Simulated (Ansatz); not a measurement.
# Sb: pressure and energy less free atoms against volume scale

All results are calculated (Ansatz 0.2.0). Periodic Kohn-Sham DFT of a crystal at fixed atoms, scaled to volume_scale times the given cell; pressure positive in compression, energy less spherical unpolarised free atoms, largest_vzz the field gradient of largest size among the nuclei.

The cell before it is scaled or strained (space group Fm-3m, No. 225):
```
CELL_PARAMETERS angstrom
0.00000 2.30500 2.30500
2.30500 0.00000 2.30500
2.30500 2.30500 0.00000
ATOMIC_POSITIONS crystal
Sb 0.00000 0.00000 0.00000
```

Settings of every row: method all-electron LAPW; functional PBEsol; relativity scalar; k mesh 12x12x12; filling fermi-dirac; smearing width 0.05 eV; basis error target 1 meV/atom; nucleus gaussian.

Atom start moment: 0 on all atoms.

Limits: no spin-orbit coupling on heavy atoms.

| row | volume scale | V (Å³/atom) | pressure (GPa) | energy less free atoms (eV/atom) |
| --- | --- | --- | --- | --- |
| 1 | 0.94 | 23.023 | 11.437 | -4.1793 |
| 2 | 0.95 | 23.268 | 10.235 | -4.1959 |
| 3 | 0.96 | 23.513 | 9.099 | -4.2106 |
| 4 | 0.98 | 24.003 | 7.018 | -4.2352 |
| 5 | 0.99 | 24.248 | 6.067 | -4.2452 |
| 6 | 1 | 24.493 | ? | ? |
| 7 | 1.01 | 24.738 | 4.329 | -4.261 |
| 8 | 1.02 | 24.983 | 3.537 | -4.267 |
| 9 | 1.04 | 25.473 | 2.082 | -4.2756 |
| 10 | 1.05 | 25.718 | 1.411 | -4.2782 |
| 11 | 1.06 | 25.963 | 0.77 | -4.2799 |

Question: what pressure and energy less free atoms should row 6 give?

Worked fit of pressure. Take u = (V_r/V)^(2/3) − 1 with V_r = 24.493 Å³ an atom, which is twice the finite (Eulerian) strain; such expansions in the strain, on which the Birch-Murnaghan equation of state is built, carry the rest volume and the bulk modulus. The shown rows have u = 0.04213, 0.0348, 0.0276, 0.01356, 0.00672, -0.00661, -0.01312, -0.02582, -0.03201, -0.03811. Least squares give pressure = 5.1757 + 130.172 × u + 411.08 × u² + 678 × u³ GPa; a parabola predicts inner rows, each left out in turn, worse (root mean square 0.0094 against 0.0044 GPa). The rows lie off it by -0.003, 0.003, 0.003, 0.000, -0.002, -0.004, 0.000, 0.005, 0.003, -0.004 (root mean square 0.0031 GPa). The withheld row has u = 0, so the fit gives 5.1757 + 130.172 × (0) + 411.08 × (0)² + 678 × (0)³ = 5.176 GPa.

The calculation gave 5.171 GPa. The fit lies 0.005 GPa (0.047 % of the column's range) above it; its largest miss of a shown row is 0.005 GPa.

Worked fit of energy less free atoms. Take u = (V_r/V)^(2/3) − 1 with V_r = 24.493 Å³ an atom, which is twice the finite (Eulerian) strain; such expansions in the strain, on which the Birch-Murnaghan equation of state is built, carry the rest volume and the bulk modulus. The shown rows have u = 0.04213, 0.0348, 0.0276, 0.01356, 0.00672, -0.00661, -0.01312, -0.02582, -0.03201, -0.03811. Least squares give energy less free atoms = −4.25376 + 1.1853 × u + 13.439 × u² + 8.8 × u³ eV/atom; a parabola predicts inner rows, each left out in turn, worse (root mean square 0.00012 against 3.5e-05 eV/atom). All shown rows lie on it to the printed digit. The withheld row has u = 0, so the fit gives −4.25376 + 1.1853 × (0) + 13.439 × (0)² + 8.8 × (0)³ = -4.2538 eV/atom.

The calculation gave -4.2538 eV/atom. The fit meets it to the printed digit.
